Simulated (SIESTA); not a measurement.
## Worked example: self-consistent single point of InN (P6_3mc, 12 atoms in the cell) in SIESTA

Level of theory: GGA PBE, numerical atomic orbitals DZP, PseudoDojo PBE standard norm-conserving potentials (rewritten from UPF to PSML) (SIESTA).

This input was run:

```
# files in the folder: In.psml N.psml (PseudoDojo PBE standard)
SystemName  InN
SystemLabel InN

NumberOfAtoms                12
NumberOfSpecies              2
%block ChemicalSpeciesLabel
  1 49 In
  2 7 N
%endblock ChemicalSpeciesLabel
LatticeConstant              3.480345 Ang
%block LatticeVectors
     1.000000000    0.000000000    0.000000000
    -0.499999856    0.866025064    0.000000000
     0.000000000    0.000000000    4.906956925
%endblock LatticeVectors
AtomicCoordinatesFormat      ScaledCartesian
%block AtomicCoordinatesAndAtomicSpecies
     0.000000000    0.000000000    0.000000000  1
     0.000000000    0.000000000    2.453478463  1
     0.500000548    0.288674733    4.088721858  1
    -0.000000404    0.577350331    1.635243395  1
     0.500000548    0.288674733    0.817008328  1
    -0.000000404    0.577350331    3.270486791  1
     0.000000000    0.000000000    4.291624527  2
     0.000000000    0.000000000    1.838146064  2
     0.500000548    0.288674733    3.473389460  2
    -0.000000404    0.577350331    1.019910997  2
     0.500000548    0.288674733    0.203638712  2
    -0.000000404    0.577350331    2.657117175  2
%endblock AtomicCoordinatesAndAtomicSpecies

XC.functional                GGA
XC.authors                   PBE
PAO.BasisSize                DZP
PAO.EnergyShift              0.005 Ry
MeshCutoff                   300 Ry
%block kgrid.MonkhorstPack
    7   0   0  0.0
    0   7   0  0.0
    0   0   2  0.0
%endblock kgrid.MonkhorstPack
OccupationFunction           FD
ElectronicTemperature        0.1 eV

MaxSCFIterations             150
SCF.Mixer.Method             Broyden
SCF.Mixer.Weight             0.2
SCF.Mixer.History            8
SCF.DM.Tolerance             1.0E-05
Diag.ParallelOverK           true
WriteForces                  true
Charge.Mulliken              end
```

Log, with long lists cut:

```
reinit: Reading from file input.fdf

reinit: System Name: InN
reinit: System Label: InN

coor:   Atomic-coordinates input format  =     Cartesian coordinates
coor:                                          (in units of alat)

siesta: Atomic coordinates (Bohr) and species
siesta:      0.00000   0.00000   0.00000  1        1
siesta:      0.00000   0.00000  16.13628  1        2
siesta:      3.28845   1.89858  26.89111  1        3
siesta:     -0.00000   3.79717  10.75483  1        4
siesta:      3.28845   1.89858   5.37338  1        5
siesta:     -0.00000   3.79717  21.50966  1        6
siesta:      0.00000   0.00000  28.22558  2        7
siesta:      0.00000   0.00000  12.08930  2        8
siesta:      3.28845   1.89858  22.84413  2        9
siesta:     -0.00000   3.79717   6.70785  2       10
siesta:      3.28845   1.89858   1.33931  2       11
siesta:     -0.00000   3.79717  17.47559  2       12

siesta: System type = bulk

initatomlists: Number of atoms, orbitals, and projectors:     12   186   156

siesta: ******************** Simulation parameters ****************************
redata: Spin configuration                          = none
redata: Time-Reversal Symmetry                      = T
redata: Number of Atomic Species                    =        2
redata: Mesh Cutoff                                 =   300.0000 Ry
redata: Net charge of the system                    =     0.0000 |e|
redata: Min. number of SCF Iter                     =        0
redata: Max. number of SCF Iter                     =      150
redata: SCF convergence failure will abort job
redata: SCF mix quantity                            = Hamiltonian
redata: Mix DM or H after convergence               =   F
redata: Recompute H after scf cycle                 =   F
redata: Mix DM in first SCF step                    =   T
redata: No kicks to SCF
redata: DM Mixing Weight for Kicks                  =     0.5000
   [... lines left out ...]
diag: Parallel distribution                         =     1 x     1
diag: Used triangular part                          = Lower
diag: Absolute tolerance                            =  0.100E-15
diag: Orthogonalization factor                      =  0.100E-05
diag: Memory factor                                 =  1.0000

superc: Internal auxiliary supercell:     9 x     9 x     3  =     243
superc: Number of atoms, orbitals, and projectors:   2916  45198  37908

                        Single-point calculation

superc: Internal auxiliary supercell:     9 x     9 x     3  =     243
superc: Number of atoms, orbitals, and projectors:   2916  45198  37908

outcell: Unit cell vectors (Ang):
        3.480345    0.000000    0.000000
       -1.740172    3.014066    0.000000
        0.000000    0.000000   17.077903

outcell: Cell vector modules (Ang)   :    3.480345    3.480344   17.077903
outcell: Cell angles (23,13,12) (deg):     90.0000     90.0000    120.0000
outcell: Cell volume (Ang**3)        :    179.1470
new_DM -- step:     1
Initializing Density Matrix...

Attempting to read DM from file... Failed...
DM filled with atomic data:

InitMesh: MESH = 32 x 32 x 180 = 184320
InitMesh: Mesh cutoff (required, used) =   300.000   307.028 Ry

stepf: Fermi-Dirac step function
        iscf     Eharris(eV)        E_KS(eV)     FreeEng(eV)     dDmax    Ef(eV) dHmax(eV)
   scf:    1   -12440.682980   -12512.911564   -12512.911713  1.397249 -7.073352 10.535436
   scf:    2   -12547.996950   -12533.747240   -12533.753082  0.196325 -6.122625  3.802693
   scf:    3   -12538.162480   -12537.101504   -12537.110750  0.099564 -5.440121  0.660771
   scf:    4   -12537.191064   -12537.155015   -12537.164290  0.045862 -5.532072  0.118253
   scf:    5   -12537.157892   -12537.157462   -12537.166735  0.003401 -5.510844  0.013206
   scf:    6   -12537.157606   -12537.157535   -12537.166808  0.000851 -5.509834  0.011552
   scf:    7   -12537.157742   -12537.157648   -12537.166921  0.002113 -5.507921  0.002933
   scf:    8   -12537.157660   -12537.157655   -12537.166928  0.000548 -5.507330  0.001175
   scf:    9   -12537.157655   -12537.157655   -12537.166929  0.000099 -5.507218  0.000308
   scf:   10   -12537.157655   -12537.157655   -12537.166929  0.000030 -5.507212  0.000156
   scf:   11   -12537.157655   -12537.157655   -12537.166929  0.000010 -5.507205  0.000115
SCF Convergence by DM+H criterion
max |DM_out - DM_in|         :     0.0000097674
max |H_out - H_in|      (eV) :     0.0001152719
SCF cycle converged after 11 iterations

Using DM_out to compute the final energy and forces

siesta: E_KS(eV) =           -12537.1577

siesta: E_KS - E_eggbox =    -12537.1577

siesta: Atomic forces (eV/Ang):
     1   -0.000334    0.000199   -0.110854
     2    0.000334   -0.000199   -0.110854
     3    0.000322   -0.000191   -0.033253
     4   -0.000322    0.000191   -0.033253
     5   -0.000375    0.000221    0.009562
     6    0.000375   -0.000221    0.009562
     7   -0.000263    0.000158    0.087694
     8    0.000263   -0.000158    0.087695
     9   -0.000373    0.000220    0.081988
    10    0.000373   -0.000221    0.081988
    11    0.000318   -0.000189   -0.037528
    12   -0.000318    0.000189   -0.037528
   Tot    0.000000    0.000000   -0.004781
   Max    0.110854
   Res    0.040351    sqrt( Sum f_i^2 / 3N )
   Max    0.110854    constrained

Stress tensor Voigt[x,y,z,yz,xz,xy] (kbar):     -140.59     -140.28     -127.85       -0.00        0.00        0.27
(Free)E + p*V (eV/cell)   -12521.9333
Target enthalpy (eV/cell)   -12537.1669

siesta: Program's energy decomposition (eV):
siesta: Ebs     =     -1691.666418
siesta: Eions   =     15934.961014
siesta: Ena     =      1714.960349
siesta: Ekin    =      8011.597564
siesta: Enl     =     -2579.008971
siesta: Eso     =         0.000000
siesta: Edftu   =         0.000000
siesta: DEna    =        22.693232
siesta: DUscf   =         5.640079
siesta: DUext   =         0.000000
siesta: Ex      =     -3543.711507
siesta: Ec      =      -234.367387
siesta: Exc     =     -3778.078894
siesta: Eharris =    -12537.157655
siesta: Etot    =    -12537.157655
siesta: FreeEng =    -12537.166929

siesta: Atomic forces (eV/Ang):
siesta:      1   -0.000334    0.000199   -0.110854
siesta:      2    0.000334   -0.000199   -0.110854
siesta:      3    0.000322   -0.000191   -0.033253
siesta:      4   -0.000322    0.000191   -0.033253
siesta:      5   -0.000375    0.000221    0.009562
siesta:      6    0.000375   -0.000221    0.009562
   [... lines left out ...]
siesta: Cell volume =        179.147024 Ang**3
siesta:         136.23952204        132.23942446  kBar
   [... lines left out ...]
               3Pdxy   3Pdyz   3Pdz2   3Pdxz   3Pdx2-y2
   7  5.882   1.819  -0.103   1.425   1.423   1.425  -0.050  -0.052  -0.050
              0.009   0.010   0.008   0.010   0.009
   8  5.882   1.819  -0.103   1.425   1.423   1.425  -0.050  -0.052  -0.050
              0.009   0.010   0.008   0.010   0.009
   9  5.864   1.811  -0.099   1.409   1.424   1.409  -0.041  -0.052  -0.041
              0.009   0.009   0.008   0.009   0.009
  10  5.864   1.811  -0.099   1.409   1.424   1.409  -0.041  -0.052  -0.041
              0.009   0.009   0.008   0.009   0.009
  11  5.887   1.812  -0.099   1.430   1.451   1.430  -0.055  -0.071  -0.055
              0.009   0.010   0.008   0.010   0.009
  12  5.887   1.812  -0.099   1.430   1.451   1.430  -0.055  -0.071  -0.055
              0.009   0.010   0.008   0.010   0.009

mulliken: Qtot =      108.000

Mulliken Atomic Populations:
Atom #   charge [q] valence [e]  Species
     1     0.902377   12.097623  In
     2     0.902377   12.097623  In
     3     0.863984   12.136016  In
     4     0.863984   12.136016  In
     5     0.867277   12.132723  In
     6     0.867276   12.132724  In
     7    -0.881923    5.881923  N
     8    -0.881923    5.881923  N
     9    -0.864339    5.864339  N
    10    -0.864339    5.864339  N
    11    -0.887375    5.887375  N
    12    -0.887375    5.887375  N
 Total     0.000000
```

The run converged in 11 iterations.

The starting cell was generated: these elements placed on a structure prototype, without a prior relaxation; it need not be a known phase or ordering of this composition. Its lattice was rescaled by a random factor within 2.5 % of one. Values carry the incompleteness of an atom-centred basis. With a pressure of about 14 GPa the cell is away from its equilibrium volume at this level. The run gives no clean gap (levels at the Fermi energy touch, overlap or are partly filled at this smearing), which alone does not show that the compound is a metal.

Cost on one core of a shared machine: roughly 2 min.
